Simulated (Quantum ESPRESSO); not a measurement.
# InP (I-4m2) in Quantum ESPRESSO: single point with PBE

Aim: the single point of InP with PBE.

All numbers are computed with Quantum ESPRESSO 7.5; they aren't measurements. Logs are shortened: lines on timing, memory, paths and dates and some standing lists are left out, and cuts for length are marked.

## 1. Starting point

Symmetry: I-4m2, No. 119, tetragonal system. Conventional cell: a = 4.062 Å, b = 4.062 Å, c = 6.123 Å, α = 90.00°, β = 90.00°, γ = 90.00°. Around In (site symmetry -4m2) lie 4 P at 2.54 Å. Around P (site symmetry -4m2) lie 4 In at 2.54 Å.

The cell was built by a generator and isn't the measured one.

## 2. Single point, PBE

pw.in

```
&CONTROL
  calculation = 'scf'
  prefix = 'pwscf'
  outdir = './tmp'
  pseudo_dir = './pseudo'
  tprnfor = .true.
  tstress = .true.
  disk_io = 'nowf'
/
&SYSTEM
  ibrav = 0
  nat = 2
  ntyp = 2
  ecutwfc = 70
  nbnd = 15
  occupations = 'smearing'
  smearing = 'gaussian'
  degauss = 0.00073499
/
&ELECTRONS
  conv_thr = 4d-10
  electron_maxstep = 120
  mixing_beta = 0.5
/
ATOMIC_SPECIES
In   114.8180 In.upf
P     30.9738 P.upf
CELL_PARAMETERS angstrom
   0.0000000000    2.8722500000    3.0615025000
   2.8722500000    0.0000000000    3.0615025000
   2.8722500000    2.8722500000    0.0000000000
ATOMIC_POSITIONS crystal
In     0.0000000000    0.0000000000    0.0000000000
P      0.2500000000    0.2500000000    0.2500000000
K_POINTS automatic
8 8 8 0 0 0
```

Potentials or basis: PseudoDojo 0.4.1 SR PBE standard.

Started as:

```
OMP_NUM_THREADS=1 pw.x -in pw.in > pw.out
```

pw.out:

```text
This program is part of the open-source Quantum ESPRESSO suite
     for quantum simulation of materials; please cite
         "P. Giannozzi et al., J. Phys.:Condens. Matter 21 395502 (2009);
         "P. Giannozzi et al., J. Phys.:Condens. Matter 29 465901 (2017);
         "P. Giannozzi et al., J. Chem. Phys. 152 154105 (2020);
     in publications or presentations arising from this work. More details at

     Message from routine setup:
     using ibrav=0 with symmetry is DISCOURAGED, use correct ibrav instead

     G-vector sticks info
     --------------------
     sticks:   dense  smooth     PW     G-vecs:    dense   smooth      PW
     Sum        1189    1189    351                26975    26975    4329

     Using Slab Decomposition

     bravais-lattice index     =            0
     lattice parameter (alat)  =       7.9329  a.u.
     unit-cell volume          =     340.8833 (a.u.)^3
     number of atoms/cell      =            2
     number of atomic types    =            2
     number of electrons       =        18.00
     number of Kohn-Sham states=           15
     kinetic-energy cutoff     =      70.0000  Ry
     charge density cutoff     =     280.0000  Ry
     scf convergence threshold =      4.0E-10
     mixing beta               =       0.5000
     number of iterations used =            8  plain     mixing
     Exchange-correlation= PBE
                           (   1   4   3   4   0   0   0)

     celldm(1)=   7.932938  celldm(2)=   0.000000  celldm(3)=   0.000000
     celldm(4)=   0.000000  celldm(5)=   0.000000  celldm(6)=   0.000000

     crystal axes: (cart. coord. in units of alat)
               a(1) = (   0.000000   0.684206   0.729289 )
               a(2) = (   0.684206   0.000000   0.729289 )
               a(3) = (   0.684206   0.684206   0.000000 )

     reciprocal axes: (cart. coord. in units 2 pi/alat)
               b(1) = ( -0.730774  0.730774  0.685600 )
               b(2) = (  0.730774 -0.730774  0.685600 )
               b(3) = (  0.730774  0.730774 -0.685600 )

     PseudoPot. # 1 for In read from file:
     In.upf
     Pseudo is Norm-conserving + core correction, Zval = 13.0
     Generated using ONCVPSP code by D. R. Hamann
     Using radial grid of 1964 points,  6 beta functions with:
                l(1) =   0
                l(2) =   0
                l(3) =   1
                l(4) =   1
                l(5) =   2
                l(6) =   2

     PseudoPot. # 2 for P  read from file:
     P.upf
     Pseudo is Norm-conserving + core correction, Zval =  5.0
     Generated using ONCVPSP code by D. R. Hamann
     Using radial grid of 1298 points,  6 beta functions with:
                l(1) =   0
                l(2) =   0
                l(3) =   1
                l(4) =   1
                l(5) =   2
                l(6) =   2

     atomic species   valence    mass     pseudopotential
     In               13.00   114.81800     In( 1.00)
     P                 5.00    30.97380     P ( 1.00)

      8 Sym. Ops. (no inversion) found

   Cartesian axes

     site n.     atom                  positions (alat units)
         1        In     tau(   1) = (   0.0000000   0.0000000   0.0000000  )
         2        P      tau(   2) = (   0.3421031   0.3421031   0.3646443  )

     number of k points=    59  Gaussian smearing, width (Ry)=  0.0007
                       cart. coord. in units 2pi/alat
        k(    1) = (   0.0000000   0.0000000   0.0000000), wk =   0.0039062
        k(    2) = (   0.0913467   0.0913467  -0.0857000), wk =   0.0312500
        k(    3) = (   0.1826935   0.1826935  -0.1713999), wk =   0.0312500
        k(    4) = (   0.2740402   0.2740402  -0.2570999), wk =   0.0312500
        k(    5) = (  -0.3653869  -0.3653869   0.3427998), wk =   0.0156250
        k(    6) = (   0.1826935   0.0000000   0.0000000), wk =   0.0156250
[... 51 lines left out ...]
        k(   58) = (  -0.7307738   0.5480804   0.0000000), wk =   0.0156250
        k(   59) = (   0.0000000   0.0000000  -0.6855997), wk =   0.0039062

     Dense  grid:    26975 G-vectors     FFT dimensions: (  45,  45,  45)

     Initial potential from superposition of free atoms

     starting charge      17.9960, renormalised to      18.0000
     Starting wfcs are   13 randomized atomic wfcs +    2 random wfcs

     Self-consistent Calculation

     iteration #  1     ecut=    70.00 Ry     beta= 0.50
     Davidson diagonalization with overlap
     ethr =  1.00E-02,  avg # of iterations =  4.6

     Threshold (ethr) on eigenvalues was too large:
     Diagonalizing with lowered threshold

     Davidson diagonalization with overlap
     ethr =  6.00E-04,  avg # of iterations =  1.6

     total energy              =    -146.76288872 Ry
     estimated scf accuracy    <       0.10551349 Ry
[... 50 lines left out ...]
     iteration #  9     ecut=    70.00 Ry     beta= 0.50
     Davidson diagonalization with overlap
     ethr =  6.46E-12,  avg # of iterations =  2.3

     End of self-consistent calculation

          k = 0.0000 0.0000 0.0000 (  3383 PWs)   bands (ev):

    -7.1511  -7.1306  -7.1306  -6.9965  -6.9895  -4.3874   6.8720   7.2042
     7.2042   7.7639  11.1791  11.1791  11.2791  15.5423  16.0691
[... 178 lines left out ...]
    -7.2701  -7.0818  -7.0618  -7.0024  -6.9830  -2.2654   1.7111   3.9896
     5.0512  10.5428  12.0870  12.8741  14.5840  15.0772  16.6582

          k =-0.2740 0.6394-0.4285 (  3373 PWs)   bands (ev):

    -7.2573  -7.0945  -7.0718  -7.0084  -6.9734  -2.6835   2.1735   4.6482
     5.5849  10.0146  11.1365  12.1570  14.0858  15.7917  17.7863

          k =-0.1827 0.7308-0.5142 (  3382 PWs)   bands (ev):

    -7.2840  -7.0763  -7.0488  -7.0255  -6.9657  -2.4318   2.1340   4.5253
     4.9484   9.7690  10.2229  12.7112  15.6150  15.9097  18.0907

          k =-0.7308 0.1827 0.0000 (  3374 PWs)   bands (ev):

    -7.3026  -7.0508  -7.0477  -7.0307  -6.9632  -1.9534   1.5318   4.3716
     4.3842   9.7043  10.0674  15.2089  15.2197  16.6485  17.7165

          k =-0.1827 0.5481-0.3428 (  3370 PWs)   bands (ev):

    -7.2666  -7.0932  -7.0669  -7.0051  -6.9730  -2.3458   1.6185   4.5369
     5.3898   9.9295  11.1344  12.8481  14.5003  15.1609  17.9934

          k =-0.0913 0.6394-0.4285 (  3381 PWs)   bands (ev):

    -7.2854  -7.0824  -7.0439  -7.0183  -6.9701  -2.0598   1.6843   4.0287
     4.8155   9.9943  11.2464  12.4862  14.2573  16.3417  18.5378

          k =-0.7308 0.0000 0.1714 (  3388 PWs)   bands (ev):

    -7.3041  -7.0648  -7.0426  -7.0216  -6.9626  -1.9336   1.5602   4.4038
     4.4358   9.5920   9.9325  14.1944  14.4933  17.5859  18.7102

          k =-0.0000 0.5481-0.3428 (  3375 PWs)   bands (ev):

    -7.2741  -7.0900  -7.0507  -7.0125  -6.9751  -2.1992   1.8118   3.9265
     5.1282  10.2339  11.6808  12.0083  14.3557  15.7345  17.2627

          k = 0.0000 0.0000 0.3428 (  3351 PWs)   bands (ev):
[... 71 lines left out ...]
    -7.3103  -7.0368  -7.0368  -7.0329  -6.9631  -2.1867   1.1070   5.0433
     5.0433   9.1162   9.7450  15.8829  16.6786  16.6786  18.9369

     the Fermi energy is     7.3303 ev

!    total energy              =    -146.78636154 Ry
     estimated scf accuracy    <          2.0E-10 Ry
     smearing contrib. (-TS)   =      -0.00000000 Ry
     internal energy E=F+TS    =    -146.78636154 Ry

     The total energy is F=E-TS. E is the sum of the following terms:
     one-electron contribution =     -49.75700376 Ry
     hartree contribution      =      36.84674756 Ry
     xc contribution           =     -44.22586564 Ry
     ewald contribution        =     -89.65023970 Ry

     convergence has been achieved in   9 iterations

     Forces acting on atoms (cartesian axes, Ry/au):

     atom    1 type  1   force =    -0.00000000   -0.00000000   -0.00000000
     atom    2 type  2   force =     0.00000000    0.00000000    0.00000000

     Total force =     0.000000     Total SCF correction =     0.000000

     Computing stress (Cartesian axis) and pressure

          total   stress  (Ry/bohr**3)                   (kbar)     P=       30.38
   0.00027232   0.00000000  -0.00000000           40.06        0.00       -0.00
   0.00000000   0.00027232  -0.00000000            0.00       40.06       -0.00
  -0.00000000  -0.00000000   0.00007497           -0.00       -0.00       11.03

=------------------------------------------------------------------------------=
   JOB DONE.
=------------------------------------------------------------------------------=
```

Wall time 41 s (1 thread of Intel Xeon Platinum 8375C at 2.90GHz (Ice Lake), shared host); peak memory 0.1 GiB.

Results:

- Free energy: -1997.1302 eV
- Pressure: 3.0 GPa
- Band gap on the k mesh: 0.56 eV, direct

Levels at points of the mesh, in eV from the valence-band top:
```csv
k point,band 7,band 8,band 9,band 10,band 11,band 12
"(0.00, 0.00, 0.00)",-0.33,0.00,0.00,0.56,3.97,3.97
"(0.00, 0.00, -0.50)",-5.81,-1.29,-0.85,1.32,4.56,4.93
"(0.00, -0.50, -0.50)",-5.70,-2.53,-2.50,1.55,1.97,9.10
"(-0.50, -0.50, 0.00)",-6.10,-2.16,-2.16,1.91,2.54,8.68
```

Caveat: spin-orbit coupling is left out, which moves the levels of the heavy elements.
